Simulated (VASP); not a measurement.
# Se (P3_121) in VASP: a series of runs

One crystal, Se, is run at these levels: PBEsol, LDA; tasks: relaxation of cell and atoms.

Program: VASP 6.6.1. These are calculated values, not measurements. Logs are shortened: lines on timing, memory, paths and dates and some standing lists are left out, and cuts for length are marked.

**1. The structure**

Symmetry: P3_121, No. 152, trigonal system. The conventional cell has a = 4.366 Å, b = 4.366 Å, c = 4.954 Å, α = 90.00°, β = 90.00°, γ = 120.00°. Se (site symmetry 2) is surrounded by 2 Se at 2.37 Å.

**2. Relaxation of cell and atoms, PBEsol**

The input, INCAR:

```
SYSTEM = Se
ALGO = Normal
EDIFF = 1E-6
EDIFFG = -0.01
ENCUT = 600
GGA = PS
IBRION = 2
ISIF = 3
ISMEAR = 0
LASPH = .TRUE.
LCHARG = .FALSE.
LREAL = .FALSE.
LWAVE = .FALSE.
NELM = 80
NSW = 90
PREC = Accurate
SIGMA = 0.03
```

The input, KPOINTS:

```
k-points
0
G
  9 9 6
  0 0 0
```

The input, POSCAR:

```
Se
1.0
    4.3662000000      0.0000000000      0.0000000000
   -2.1831000000      3.7812401180      0.0000000000
    0.0000000000      0.0000000000      4.9536000000
Se
3
Direct
    0.2254000000      0.0000000000      0.3333333333
    0.0000000000      0.2254000000      0.6666666667
    0.7746000000      0.7746000000      0.0000000000
```

Potentials or basis: VASP PAW PBE potentials, release 64 (Se).

The run is started by

```bash
$ cat potpaw_PBE.64/Se/POTCAR > POTCAR
$ mpirun -np 1 vasp_std > vasp.out
```

OUTCAR:

```text
SYSTEM = Se
   EDIFF = 1E-6
   EDIFFG = -0.01
   ENCUT = 600
   GGA = PS
   IBRION = 2
   ISIF = 3
   ISMEAR = 0
   LASPH = .TRUE.
   LREAL = .FALSE.
   NELM = 80
   NSW = 90
   PREC = Accurate

 ion  position               nearest neighbor table
   1  0.225  0.000  0.333-   3 2.37   2 2.37
   2  0.000  0.225  0.667-   3 2.37   1 2.37
   3  0.775  0.775  0.000-   2 2.37   1 2.37

  LATTYP: Found a hexagonal cell.
 ALAT       =     4.3662000000
 C/A-ratio  =     1.1345334616

  Lattice vectors:

 A1 = (   4.3662000000,   0.0000000000,   0.0000000000)
 A2 = (  -2.1831000000,   3.7812401180,   0.0000000000)
 A3 = (   0.0000000000,   0.0000000000,   4.9536000000)

Analysis of symmetry for initial positions (statically):
=====================================================================
 Subroutine PRICEL returns:
 Original cell was already a primitive cell.

 Routine SETGRP: Setting up the symmetry group for a
 hexagonal supercell.

 Subroutine GETGRP returns: Found  6 space group operations
 (whereof  2 operations were pure point group operations)
 out of a pool of 24 trial point group operations.

The static configuration has the point symmetry C_2 .
 The point group associated with its full space group is D_3 .

Analysis of symmetry for dynamics (positions and initial velocities):
=====================================================================
 Subroutine PRICEL returns:
 Original cell was already a primitive cell.

 Routine SETGRP: Setting up the symmetry group for a
 hexagonal supercell.

 Subroutine GETGRP returns: Found  6 space group operations
 (whereof  2 operations were pure point group operations)
 out of a pool of 24 trial point group operations.

The dynamic configuration has the point symmetry C_2 .
 The point group associated with its full space group is D_3 .

 Subroutine INISYM returns: Found  6 space group operations
 (whereof  2 operations are pure point group operations),
 and found     1 'primitive' translations

----------------------------------------------------------------------------------------

                                     Primitive cell

  volume of cell :      81.7822

  direct lattice vectors                    reciprocal lattice vectors
     4.366200000  0.000000000  0.000000000     0.229032110  0.132231751  0.000000000
    -2.183100000  3.781240118  0.000000000     0.000000000  0.264463501  0.000000000
     0.000000000  0.000000000  4.953600000     0.000000000  0.000000000  0.201873385

  length of vectors
     4.366200000  4.366200000  4.953600000     0.264463501  0.264463501  0.201873385

  position of ions in fractional coordinates (direct lattice)
     0.225400000  0.000000000  0.333333333
     0.000000000  0.225400000  0.666666667
     0.774600000  0.774600000  0.000000000

  ion indices of the primitive-cell ions
   primitive index   ion index
                 1           1
                 2           2
                 3           3

----------------------------------------------------------------------------------------

 KPOINTS: k-points

Automatic generation of k-mesh.
 Grid dimensions read from file:
 generate k-points for:    9    9    6

 Generating k-lattice:

  Cartesian coordinates                     Fractional coordinates (reciprocal lattice)
     0.025448012  0.014692417  0.000000000     0.111111111  0.000000000  0.000000000
     0.000000000  0.029384833  0.000000000     0.000000000  0.111111111  0.000000000
     0.000000000  0.000000000  0.033645564     0.000000000  0.000000000  0.166666667

  Length of vectors
     0.029384833  0.029384833  0.033645564

  Shift w.r.t. Gamma in fractional coordinates (k-lattice)
     0.000000000  0.000000000  0.000000000

 Subroutine IBZKPT returns following result:
 ===========================================

 Found     62 irreducible k-points:

 Following reciprocal coordinates:
            Coordinates               Weight
  0.000000  0.000000  0.000000      1.000000
  0.111111  0.000000  0.000000      6.000000
  0.222222  0.000000  0.000000      6.000000
  0.333333  0.000000  0.000000      6.000000
  0.444444  0.000000  0.000000      6.000000
  0.111111  0.111111  0.000000      6.000000
[... 16 lines left out ...]
  0.222222  0.111111  0.166667     12.000000
 -0.111111  0.333333  0.166667     12.000000
 [... further k-points ...]
   k-points           NKPTS =     62   k-points in BZ     NKDIM =     62   number of bands    NBANDS=     13
   number of dos      NEDOS =    301   number of ions     NIONS =      3
   total plane-waves  NPLWV =  51840
   dimension x,y,z NGX =    36 NGY =   36 NGZ =   40
   dimension x,y,z NGXF=    72 NGYF=   72 NGZF=   80
   ions per type =               3
   NGX,Y,Z   is equivalent  to a cutoff of  13.71, 13.71, 13.42 a.u.
   NGXF,Y,Z  is equivalent  to a cutoff of  27.41, 27.41, 26.85 a.u.
 SYSTEM =  Se
   PREC   = accura    normal or accurate (medium, high low for compatibility)
   ISTART =      0    job   : 0-new  1-cont  2-samecut
   ICHARG =      2    charge: 1-file 2-atom 10-const
   ISPIN  =      1    spin polarized calculation?
   LNONCOLLINEAR =      F non collinear calculations
   LSORBIT =      F    spin-orbit coupling
   LASPH  =      T    aspherical Exc in radial PAW
   ENCUT  =  600.0 eV  44.10 Ry    6.64 a.u.   8.72  8.72  9.89*2*pi/ulx,y,z
   NELM   =     80;   NELMIN=  2; NELMDL= -5     # of ELM steps
   EDIFF  = 0.1E-05   stopping-criterion for ELM
   LREAL  =      F    real-space projection
   EDIFFG = -.1E-01   stopping-criterion for IOM
   NSW    =     90    number of steps for IOM
   IBRION =      2    ionic relax: 0-MD 1-quasi-New 2-CG
   NFREE  =      1    steps in history (QN), initial steepest desc. (CG)
   ISIF   =      3    stress and relaxation
   ISYM   =      2    0-nonsym 1-usesym 2-fastsym
   POTIM  = 0.5000    time-step for ionic-motion
   TEBEG  =    0.0;   TEEND  =   0.0 temperature during run
   PSTRESS=    0.0 pullay stress
   NELECT =      18.0000    total number of electrons
   NUPDOWN=      -1.0000    fix difference up-down
   EMIN   =  10.00;   EMAX   =-10.00  energy-range for DOS
   EFERMI =   0.00;   METHOD = LEGACY
   ISMEAR =     0;   SIGMA  =   0.03  broadening in eV -4-tet -1-fermi 0-gaus
   EFERMI_NEDOS =   21; number of points for ismear=-14 and -15
   IALGO  =     38    algorithm
   IMIX   =      4    mixing-type and parameters
     AMIX     =   0.40;   BMIX     =  1.00
     AMIX_MAG =   1.60;   BMIX_MAG =  1.00
  volume/ion in A,a.u.               =      27.26       183.96
  Fermi-wavevector in a.u.,A,eV,Ry     =   0.988430  1.867862 13.292817  0.976995
  Thomas-Fermi vector in A             =   2.119956
   LORBIT       =      0    0 simple, 1 ext, 2 COOP (PROOUT), +10 PAW based schemes
   GGA     = PS    functional components
   LHFCALC =     F    Hartree Fock is set to
   AEXX    =    0.0000 exact exchange contribution
   IVDW    =     0    specifies the selected vdW correction
   LEPSILON=     F    determine dielectric tensor
   LRPA    =     F    only Hartree local field effects (RPA)
 conjugate gradient relaxation of ions
 non-spin polarized calculation
 Gauss-broadening in eV      SIGMA  =   0.03
  energy-cutoff  :      600.00
  volume of cell :       81.78
 maximum number of plane-waves:      2756
 NGX is ok and might be reduce to    36
   NGX = 17   NGY = 17   NGZ = 19

--------------------------------------- Ionic step        1  -------------------------------------------

 number of electron      18.0000000 magnetization

 Free energy of the ion-electron system (eV)
  ---------------------------------------------------
  ext. energy  EPLUGINS =         0.00000000
  ---------------------------------------------------
  free energy    TOTEN  =       -11.48624524 eV

  energy without entropy =      -11.48624524  energy(sigma->0) =      -11.48624524

------------------------ aborting loop because EDIFF is reached ----------------------------------------

  FORCE on cell =-STRESS in cart. coord.  units (eV):
  Direction    XX          YY          ZZ          XY          YZ          ZX
  --------------------------------------------------------------------------------------
  -------------------------------------------------------------------------------------
  Total       -0.0817635     -0.0817635      0.7121542      0.0000000      0.0000000      0.0000000
  in kB       -1.6018118     -1.6018118     13.9516583      0.0000000      0.0000000      0.0000000
  external PRESSURE =       3.5826782 kB  Pullay stress =       0.0000000 kB
[... 92 lines left out ...]
  FREE ENERGIE OF THE ION-ELECTRON SYSTEM (eV)
  ---------------------------------------------------
  free  energy   TOTEN  =       -11.4964043950 eV

  energy  without entropy=      -11.4964043950  energy(sigma->0) =      -11.49640440

[... ionic steps 4 to 10 ...]

--------------------------------------- Ionic step       11  -------------------------------------------

 number of electron      17.9999999 magnetization

------------------------ aborting loop because EDIFF is reached ----------------------------------------
[... 69 lines left out ...]
--------------------------------------- Ionic step       13  -------------------------------------------

 number of electron      17.9999998 magnetization

 Free energy of the ion-electron system (eV)
  ---------------------------------------------------
  ext. energy  EPLUGINS =         0.00000000
  ---------------------------------------------------
  free energy    TOTEN  =       -11.56123124 eV

  energy without entropy =      -11.56123124  energy(sigma->0) =      -11.56123124

 E-fermi :   3.9386     XC(G=0):  -9.6976

 val. band max:        3.7673692915   @ k =   0.3333   0.3333   0.5000
 cond. band min:       4.1818477486   @ k =   0.3333   0.3333   0.5000
 fundamental gap:      0.4144784571
 Fermi energy:         3.9386115187

 k-point     1 :       0.0000    0.0000    0.0000
  band No.  band energies     occupation
      1     -12.3111      2.00000
      2      -8.2172      2.00000
      3      -8.2172      2.00000
      4       0.0826      2.00000
      5       0.3223      2.00000
      6       0.3223      2.00000
      7       1.8608      2.00000
      8       1.8608      2.00000
      9       3.2010      2.00000
     10       5.1785      0.00000
     11       5.1785      0.00000
     12       5.7964      0.00000
     13      10.0146      0.00000
[... 354 lines left out ...]
  band No.  band energies     occupation
      1     -11.6517      2.00000
      2      -9.2309      2.00000
      3      -7.4809      2.00000
      4      -1.6976      2.00000
      5      -1.1506      2.00000
      6       0.0596      2.00000
      7       1.5569      2.00000
      8       2.3724      2.00000
      9       3.0949      2.00000
     10       5.0398      0.00000
     11       5.7768      0.00000
     12       6.1288      0.00000
     13       8.8664      0.00000

 [... further k-points ...]
[... 5 lines left out ...]
  --------------------------------------------------------------------------------------
  -------------------------------------------------------------------------------------
  Total        0.0233009      0.0233009     -0.0025219      0.0000000      0.0000000     -0.0000000
  in kB        0.5167232      0.5167232     -0.0559266      0.0000000      0.0000000     -0.0000000
  external PRESSURE =       0.3258399 kB  Pullay stress =       0.0000000 kB
[... 18 lines left out ...]
  FREE ENERGIE OF THE ION-ELECTRON SYSTEM (eV)
  ---------------------------------------------------
  free  energy   TOTEN  =       -11.5612312404 eV

  energy  without entropy=      -11.5612312404  energy(sigma->0) =      -11.56123124

 reached required accuracy - stopping structural energy minimisation
```

Run time: 8.1 min. Hardware: 1 thread of Intel Xeon Platinum 8175M at 2.50GHz (Skylake/Cascade Lake), shared host; peak memory 0.26 GiB.

Results:

| Item | Value |
| --- | --- |
| Free energy | -11.5612 eV |
| Relaxed volume | 24.08 Å³/atom |
| Relaxed cell | a = 4.032 Å, b = 4.032 Å, c = 5.131 Å, α = 90.00°, β = 90.00°, γ = 120.00° |
| Space group after relaxing (to 0.05 Å) | P3_121 (No. 152) |
| Energy gained by relaxing | 25.0 meV/atom |
| Ionic steps | 13 |
| Pressure after relaxing | 0.0 GPa |
| Largest force after relaxing | 0.005 eV/Å |
| Band gap on the k mesh | 0.41 eV, direct |

Forces in eV/Å, atoms in the order of the input:
```
Se   0.005  0.000  0.000
Se  -0.002  0.004  0.000
Se  -0.002 -0.004  0.000
```

Step by step:
| step | energy change (eV) | largest force (eV/Å) | pressure (GPa) | volume (Å³) |
| --- | --- | --- | --- | --- |
| 1 | 0.0000 | 0.3330 | 0.36 | 81.78 |
| 2 | -0.0099 | 0.0106 | -1.33 | 82.50 |
| 3 | -0.0102 | 0.0370 | -1.09 | 82.39 |
| 4 | -0.0238 | 0.0441 | -0.99 | 80.96 |
| 5 | -0.0574 | 0.0831 | -0.38 | 76.71 |
| 6 | -0.0509 | 0.1960 | 2.69 | 68.45 |
| 7 | -0.0702 | 0.1520 | 0.66 | 73.26 |
| 8 | -0.0706 | 0.1626 | 0.97 | 72.30 |
| 9 | -0.0746 | 0.0098 | 0.04 | 71.84 |
| 10 | -0.0748 | 0.0169 | 0.19 | 71.92 |
| 11 | -0.0748 | 0.0141 | 0.16 | 71.91 |
| 12 | -0.0749 | 0.0082 | 0.07 | 72.13 |
| 13 | -0.0750 | 0.0048 | 0.03 | 72.25 |

Final structure:
```
Se
1.0
     4.03205    0.00000    0.00000
    -2.01603    3.49186    0.00000
     0.00000    0.00000    5.13149
Se
3
Direct
  0.24947 0.00000 0.33333
  0.00000 0.24947 0.66667
  0.75053 0.75053 0.00000
```

Caveat: the PAW data sets were made with another functional, which shifts forces and pressure a little; an odd mesh through Γ misses points on the zone boundary, where band edges often lie; the volume moved by -12 % from the deposited cell, more than functionals usually miss.

(Part 1 of 2 ends here.)
